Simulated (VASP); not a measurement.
# Pd (Im-3m) in VASP: further runs

One crystal, Pd, is run at these levels: PBE; tasks: single point.

All numbers are computed with VASP 6.6.1; they aren't measurements. Logs are shortened: lines on timing, memory, paths and dates and some standing lists are left out, and cuts for length are marked.

### Step 1. The crystal as given

The structure is cubic, space group Im-3m (No. 229). Conventional cell: a = 3.145 Å, b = 3.145 Å, c = 3.145 Å, α = 90.00°, β = 90.00°, γ = 90.00°. Pd (site symmetry m-3m) has 8 Pd at 2.72 Å as nearest neighbours.

This isn't the form of Pd at room conditions, which is fcc.

### Step 2. Single point, PBE

INCAR reads:

```
SYSTEM = Pd
PREC = Accurate ; ENCUT = 650
EDIFF = 1E-6 ; ISMEAR = 0
SIGMA = 0.1 ; LREAL = .FALSE.
LASPH = .TRUE. ; NELM = 100
ALGO = Normal ; ISIF = 2
LWAVE = .FALSE. ; LCHARG = .FALSE.
GGA = PE ; ADDGRID = .FALSE.
```

KPOINTS reads:

```
Automatic mesh
0
G
  7 7 7
  0 0 0
```

POSCAR reads:

```
Pd
1.0
   -1.5345420000      1.5703810000      1.5719130000
    1.5565800000     -1.5514420000      1.5750130000
    1.5718420000      1.5887420000     -1.5529740000
Pd
1
Direct
    0.0275280000      0.0634310000      0.0341390000
```

Potentials or basis: VASP PAW PBE potentials, release 64 (Pd).

Run with:

```sh
cat potpaw_PBE.64/Pd/POTCAR > POTCAR
mpirun -np 1 vasp_std > vasp.out
```

OUTCAR:

```text
SYSTEM = Pd
   PREC = Accurate
   ENCUT = 650
   EDIFF = 1E-6
   ISMEAR = 0
   LREAL = .FALSE.
   LASPH = .TRUE.
   NELM = 100
   ISIF = 2
   GGA = PE

 Found    172 irreducible k-points:

 Following reciprocal coordinates:
            Coordinates               Weight
  0.000000  0.000000  0.000000      1.000000
  0.142857  0.000000 -0.000000      2.000000
  0.285714  0.000000 -0.000000      2.000000
  0.428571  0.000000 -0.000000      2.000000
 -0.000000  0.142857 -0.000000      2.000000
  0.142857  0.142857 -0.000000      2.000000
   k-points           NKPTS =    172   k-points in BZ     NKDIM =    172   number of bands    NBANDS=      9
   number of dos      NEDOS =    301   number of ions     NIONS =      1
   total plane-waves  NPLWV =  13824
   dimension x,y,z NGX =    24 NGY =   24 NGZ =   24
   dimension x,y,z NGXF=    48 NGYF=   48 NGZF=   48
   ions per type =               1
   NGX,Y,Z   is equivalent  to a cutoff of  14.78, 14.76, 14.66 a.u.
   NGXF,Y,Z  is equivalent  to a cutoff of  29.55, 29.51, 29.32 a.u.
 SYSTEM =  Pd
   PREC   = accura    normal or accurate (medium, high low for compatibility)
   ISTART =      0    job   : 0-new  1-cont  2-samecut
   ICHARG =      2    charge: 1-file 2-atom 10-const
   ISPIN  =      1    spin polarized calculation?
   LNONCOLLINEAR =      F non collinear calculations
   LSORBIT =      F    spin-orbit coupling
   LASPH  =      T    aspherical Exc in radial PAW
   ENCUT  =  650.0 eV  47.77 Ry    6.91 a.u.   5.61  5.62  5.66*2*pi/ulx,y,z
   NELM   =    100;   NELMIN=  2; NELMDL= -5     # of ELM steps
   EDIFF  = 0.1E-05   stopping-criterion for ELM
   LREAL  =      F    real-space projection
   EDIFFG = 0.1E-04   stopping-criterion for IOM
   NSW    =      0    number of steps for IOM
   IBRION =     -1    ionic relax: 0-MD 1-quasi-New 2-CG
   NFREE  =      0    steps in history (QN), initial steepest desc. (CG)
   ISIF   =      2    stress and relaxation
   ISYM   =      2    0-nonsym 1-usesym 2-fastsym
   POTIM  = 0.5000    time-step for ionic-motion
   TEBEG  =    0.0;   TEEND  =   0.0 temperature during run
   PSTRESS=    0.0 pullay stress
   NELECT =      10.0000    total number of electrons
   NUPDOWN=      -1.0000    fix difference up-down
   EMIN   =  10.00;   EMAX   =-10.00  energy-range for DOS
   EFERMI =   0.00;   METHOD = LEGACY
   ISMEAR =     0;   SIGMA  =   0.10  broadening in eV -4-tet -1-fermi 0-gaus
   EFERMI_NEDOS =   21; number of points for ismear=-14 and -15
   IALGO  =     38    algorithm
   IMIX   =      4    mixing-type and parameters
     AMIX     =   0.40;   BMIX     =  1.00
     AMIX_MAG =   1.60;   BMIX_MAG =  1.00
  volume/ion in A,a.u.               =      15.55       104.92
  Fermi-wavevector in a.u.,A,eV,Ry     =   1.413160  2.670485 27.171118  1.997021
  Thomas-Fermi vector in A             =   2.534834
   LORBIT       =      0    0 simple, 1 ext, 2 COOP (PROOUT), +10 PAW based schemes
   GGA     = PE    functional components
   LHFCALC =     F    Hartree Fock is set to
   AEXX    =    0.0000 exact exchange contribution
   IVDW    =     0    specifies the selected vdW correction
   LEPSILON=     F    determine dielectric tensor
   LRPA    =     F    only Hartree local field effects (RPA)
 non-spin polarized calculation
 Gauss-broadening in eV      SIGMA  =   0.10
  energy-cutoff  :      650.00
  volume of cell :       15.55
 maximum number of plane-waves:       596
   NGX = 11   NGY = 11   NGZ = 11

 number of electron      10.0000000 magnetization

 Free energy of the ion-electron system (eV)
  ---------------------------------------------------
  ext. energy  EPLUGINS =         0.00000000
  ---------------------------------------------------
  free energy    TOTEN  =        -5.17863119 eV

  energy without entropy =       -5.16796798  energy(sigma->0) =       -5.17329959

 E-fermi :   8.9807     XC(G=0): -12.8481

 val. band max:        8.9806082383   @ k =   0.4286   0.4286   0.2857
 cond. band min:       8.9849142838   @ k =  -0.4286  -0.4286   0.4286
 fundamental gap:      0.0043060454
 Fermi energy:         8.9806847285

 k-point     1 :       0.0000    0.0000    0.0000
  band No.  band energies     occupation
      1       2.1909      2.00000
      2       6.0621      2.00000
      3       6.1571      2.00000
      4       6.4062      2.00000
      5       8.0277      2.00000
      6       8.1010      2.00000
      7      27.9441      0.00000
      8      28.0904      0.00000
      9      28.5283      0.00000

 k-point     2 :       0.1429    0.0000   -0.0000
  band No.  band energies     occupation
      1       2.8898      2.00000
      2       5.9368      2.00000
      3       6.1568      2.00000
      4       6.8102      2.00000
      5       7.8342      2.00000
      6       8.1159      2.00000
      7      26.9766      0.00000
      8      27.9590      0.00000
      9      29.1728      0.00000

 k-point     3 :       0.2857    0.0000   -0.0000
  band No.  band energies     occupation
      1       4.0882      2.00000
      2       5.4899      2.00000
      3       6.7919      2.00000
      4       7.7889      2.00000
      5       8.0333      2.00000
      6       8.1879      2.00000
      7      22.3528      0.00000
      8      26.0156      0.00000
      9      29.9972      0.00000

 k-point     4 :       0.4286    0.0000   -0.0000
  band No.  band energies     occupation
      1       4.0731      2.00000
      2       5.1529      2.00000
      3       7.9313      2.00000
      4       8.2791      2.00000
      5       9.2465      0.00017
      6       9.5184      0.00000
      7      17.3548      0.00000
      8      24.3236      0.00000
      9      26.9605      0.00000

 k-point     5 :      -0.0000    0.1429   -0.0000
  band No.  band energies     occupation
      1       2.8956      2.00000
      2       5.8861      2.00000
      3       6.2020      2.00000
      4       6.7948      2.00000
      5       7.9021      2.00000
      6       8.0714      2.00000
      7      27.0752      0.00000
      8      27.9979      0.00000
      9      29.0003      0.00000

 k-point     6 :       0.1429    0.1429   -0.0000
  band No.  band energies     occupation
      1       4.0035      2.00000
      2       5.7881      2.00000
      3       5.8307      2.00000
      4       7.6605      2.00000
      5       7.8951      2.00000
      6       8.3088      2.00000
      7      25.2463      0.00000
      8      25.4597      0.00000
      9      29.0977      0.00000

 [... further k-points ...]

------------------------ aborting loop because EDIFF is reached ----------------------------------------

  FORCE on cell =-STRESS in cart. coord.  units (eV):
  Direction    XX          YY          ZZ          XY          YZ          ZX
  --------------------------------------------------------------------------------------
  -------------------------------------------------------------------------------------
  Total       -0.1443291     -0.0201866     -0.0645173     -0.1898100     -0.0912169     -0.1043718
  in kB      -14.8735258     -2.0802816     -6.6486951    -19.5604614     -9.4001617    -10.7558117
  external PRESSURE =      -7.8675009 kB  Pullay stress =       0.0000000 kB

 VOLUME and BASIS-vectors are now :
 -----------------------------------------------------------------------------
  energy-cutoff  :      650.00
  volume of cell :       15.55
      direct lattice vectors                 reciprocal lattice vectors
    -1.534542000  1.570381000  1.571913000    -0.005977961  0.314720194  0.315918219
     1.556580000 -1.551442000  1.575013000     0.317494029 -0.005640589  0.315580949
     1.571842000  1.588742000 -1.552974000     0.315948875  0.312837667 -0.004095334

 POSITION                                       TOTAL-FORCE (eV/Angst)
 -----------------------------------------------------------------------------------
      0.11015     -0.00094      0.09016         0.000000      0.000000      0.000000
 -----------------------------------------------------------------------------------
    total drift:                                0.000000     -0.000002      0.000005

  FREE ENERGIE OF THE ION-ELECTRON SYSTEM (eV)
  ---------------------------------------------------
  free  energy   TOTEN  =        -5.1786311946 eV

  energy  without entropy=       -5.1679679799  energy(sigma->0) =       -5.17329959
```

stdout:

```text
POSCAR found type information on POSCAR Pd
 POSCAR found :  1 types and       1 ions
 scaLAPACK will be used
 LDA part: xc-table for (Slater+PW92), standard interpolation
 POSCAR, INCAR and KPOINTS ok, starting setup
 FFT: planning ... GRIDC
 FFT: planning ... GRID_SOFT
 FFT: planning ... GRID
 WAVECAR not read
 entering main loop
```

Wall time 32 s (1 thread of Intel Xeon Platinum 8375C at 2.90GHz (Ice Lake), shared host); peak memory 0.16 GiB.

The run converged, but some of its settings lie outside the range that counts as converged, so its numbers aren't taken as properties of the crystal.

What came out:

* Free energy: -5.1786 eV
* Pressure: -0.8 GPa
* Band gap on the k mesh: none (metal or under the smearing width)

Caveat: the k mesh is coarse (spacing up to 0.40 Å⁻¹), so the values aren't converged.

### Step 3. Single point, PBE

Changes to INCAR since step 2:

```diff
@@ -1,3 +1,3 @@
 SYSTEM = Pd
-PREC = Accurate ; ENCUT = 650
+PREC = Accurate ; ENCUT = 400
 EDIFF = 1E-6 ; ISMEAR = 0
```

KPOINTS reads:

```
Automatic mesh
0
G
  9 9 9
  0 0 0
```

POSCAR reads:

```
Pd
1.0
   -1.5722810000      1.5722810000      1.5722810000
    1.5722810000     -1.5722810000      1.5722810000
    1.5722810000      1.5722810000     -1.5722810000
Pd
1
Direct
    0.0000000000      0.0000000000      0.0000000000
```

Potentials or basis: VASP PAW PBE potentials, release 64 (Pd).

Run with:

```sh
cat potpaw_PBE.64/Pd/POTCAR > POTCAR
mpirun -np 1 vasp_std > vasp.out
```

OUTCAR:

```text
SYSTEM = Pd
   PREC = Accurate
   ENCUT = 400
   EDIFF = 1E-6
   ISMEAR = 0
   LREAL = .FALSE.
   LASPH = .TRUE.
   NELM = 100
   ISIF = 2
   GGA = PE

 Found     35 irreducible k-points:

 Following reciprocal coordinates:
            Coordinates               Weight
  0.000000  0.000000  0.000000      1.000000
  0.111111  0.000000  0.000000     12.000000
  0.222222  0.000000  0.000000     12.000000
  0.333333  0.000000  0.000000     12.000000
  0.444444  0.000000  0.000000     12.000000
  0.111111  0.111111  0.000000     24.000000
   k-points           NKPTS =     35   k-points in BZ     NKDIM =     35   number of bands    NBANDS=      9
   number of dos      NEDOS =    301   number of ions     NIONS =      1
   total plane-waves  NPLWV =   5832
   dimension x,y,z NGX =    18 NGY =   18 NGZ =   18
   dimension x,y,z NGXF=    36 NGYF=   36 NGZF=   36
   ions per type =               1
   NGX,Y,Z   is equivalent  to a cutoff of  10.99, 10.99, 10.99 a.u.
   NGXF,Y,Z  is equivalent  to a cutoff of  21.98, 21.98, 21.98 a.u.
 SYSTEM =  Pd
   PREC   = accura    normal or accurate (medium, high low for compatibility)
   ISTART =      0    job   : 0-new  1-cont  2-samecut
   ICHARG =      2    charge: 1-file 2-atom 10-const
   ISPIN  =      1    spin polarized calculation?
   LNONCOLLINEAR =      F non collinear calculations
   LSORBIT =      F    spin-orbit coupling
   LASPH  =      T    aspherical Exc in radial PAW
[... 63 lines left out ...]
      3       6.1934      2.00000
      4       6.1934      2.00000
      5       8.0320      2.00000
      6       8.0320      2.00000
      7      28.1935      0.00000
      8      28.1935      0.00000
      9      28.1935      0.00000
[... 49 lines left out ...]
 k-point     6 :       0.1111    0.1111    0.0000
  band No.  band energies     occupation
      1       3.4215      2.00000
      2       5.9156      2.00000
      3       6.0124      2.00000
      4       7.1882      2.00000
      5       7.6823      2.00000
      6       8.1240      2.00000
      7      26.5329      0.00000
      8      27.1267      0.00000
      9      29.2815      0.00000

 [... further k-points ...]

------------------------ aborting loop because EDIFF is reached ----------------------------------------

  FORCE on cell =-STRESS in cart. coord.  units (eV):
  Direction    XX          YY          ZZ          XY          YZ          ZX
  --------------------------------------------------------------------------------------
  -------------------------------------------------------------------------------------
  Total       -0.1950096     -0.1950096     -0.1950096     -0.0000000     -0.0000000      0.0000000
  in kB      -20.0962945    -20.0962945    -20.0962945     -0.0000000     -0.0000000      0.0000000
  external PRESSURE =     -20.0962945 kB  Pullay stress =       0.0000000 kB

 VOLUME and BASIS-vectors are now :
 -----------------------------------------------------------------------------
  energy-cutoff  :      400.00
  volume of cell :       15.55
      direct lattice vectors                 reciprocal lattice vectors
    -1.572281000  1.572281000  1.572281000     0.000000000  0.318009313  0.318009313
     1.572281000 -1.572281000  1.572281000     0.318009313  0.000000000  0.318009313
     1.572281000  1.572281000 -1.572281000     0.318009313  0.318009313  0.000000000

 POSITION                                       TOTAL-FORCE (eV/Angst)
 -----------------------------------------------------------------------------------
      0.00000      0.00000      0.00000        -0.000000      0.000000      0.000000
 -----------------------------------------------------------------------------------
    total drift:                                0.000000      0.000000      0.000000

  FREE ENERGIE OF THE ION-ELECTRON SYSTEM (eV)
  ---------------------------------------------------
  free  energy   TOTEN  =        -5.1856767251 eV

  energy  without entropy=       -5.1814294439  energy(sigma->0) =       -5.18355308
```

stdout:

```text
POSCAR found type information on POSCAR Pd
 POSCAR found :  1 types and       1 ions
 scaLAPACK will be used
 LDA part: xc-table for (Slater+PW92), standard interpolation
 POSCAR, INCAR and KPOINTS ok, starting setup
 FFT: planning ... GRIDC
 FFT: planning ... GRID_SOFT
 FFT: planning ... GRID
 WAVECAR not read
 entering main loop
```

Wall time 7.1 s (1 thread of Intel Xeon Platinum 8375C at 2.90GHz (Ice Lake), shared host); peak memory 0.11 GiB.

The run converged, but some of its settings lie outside the range that counts as converged, so its numbers aren't taken as properties of the crystal.

Results:

| Item | Value |
| --- | --- |
| Free energy | -5.1857 eV |
| Pressure | -2.0 GPa |
| Band gap on the k mesh | none (metal or under the smearing width) |

### Step 4. Single point, PBE

INCAR is that of step 3.

KPOINTS is that of step 3.

POSCAR reads:

```
Pd
1.0
   -1.5345420000      1.5703810000      1.5719130000
    1.5565800000     -1.5514420000      1.5750130000
    1.5718420000      1.5887420000     -1.5529740000
Pd
1
Direct
    0.0275280000      0.0634310000      0.0341390000
```

Run with:

```sh
cat potpaw_PBE.64/Pd/POTCAR > POTCAR
mpirun -np 1 vasp_std > vasp.out
```

It took 24 s on 1 thread of Intel Xeon Platinum 8375C at 2.90GHz (Ice Lake), shared host; peak memory 0.14 GiB.

These settings aren't checked as converged: the numbers below hold their error.

Results:

```yaml
Free_energy: -5.1824 eV
Pressure: -2.0 GPa
Band_gap_on_the_k_mesh: none (metal or under the smearing width)
```

### Step 5. Single point, PBE

Changes to INCAR since step 4:

```diff
@@ -1,3 +1,3 @@
 SYSTEM = Pd
-PREC = Accurate ; ENCUT = 400
+PREC = Accurate ; ENCUT = 280
 EDIFF = 1E-6 ; ISMEAR = 0
```

KPOINTS reads:

```
Automatic mesh
0
G
  11 11 11
  0 0 0
```

POSCAR reads:

```
Pd
1.0
   -1.5722810000      1.5722810000      1.5722810000
    1.5722810000     -1.5722810000      1.5722810000
    1.5722810000      1.5722810000     -1.5722810000
Pd
1
Direct
    0.0000000000      0.0000000000      0.0000000000
```

Run with:

```sh
cat potpaw_PBE.64/Pd/POTCAR > POTCAR
mpirun -np 1 vasp_std > vasp.out
```

Wall time 3.4 s (1 thread of Intel Xeon Platinum 8375C at 2.90GHz (Ice Lake), shared host); peak memory 0.11 GiB.

The run converged, but some of its settings lie outside the range that counts as converged, so its numbers aren't taken as properties of the crystal.

Results:

* Free energy: -5.1736 eV
* Band gap on the k mesh: none (metal or under the smearing width)

Caveat: the cutoff is under 1.25 times the usual one of these potentials, so pressure, stress and relaxed cells hold a basis-set (Pulay) error.

### Step 6. Single point, PBE

INCAR is that of step 5.

KPOINTS is that of step 5.

POSCAR reads:

```
Pd
1.0
   -1.5345420000      1.5703810000      1.5719130000
    1.5565800000     -1.5514420000      1.5750130000
    1.5718420000      1.5887420000     -1.5529740000
Pd
1
Direct
    0.0275280000      0.0634310000      0.0341390000
```

Potentials or basis: VASP PAW PBE potentials, release 64 (Pd).

Run with:

```sh
cat potpaw_PBE.64/Pd/POTCAR > POTCAR
mpirun -np 1 vasp_std > vasp.out
```

Wall time 35 s (1 thread of Intel Xeon Platinum 8375C at 2.90GHz (Ice Lake), shared host); peak memory 0.15 GiB.

The run converged, but some of its settings lie outside the range that counts as converged, so its numbers aren't taken as properties of the crystal.

Results:

- Free energy: -5.1703 eV
- Band gap on the k mesh: none (metal or under the smearing width)

Caveat: the cutoff is under 1.25 times the usual one of these potentials, so pressure, stress and relaxed cells hold a basis-set (Pulay) error.
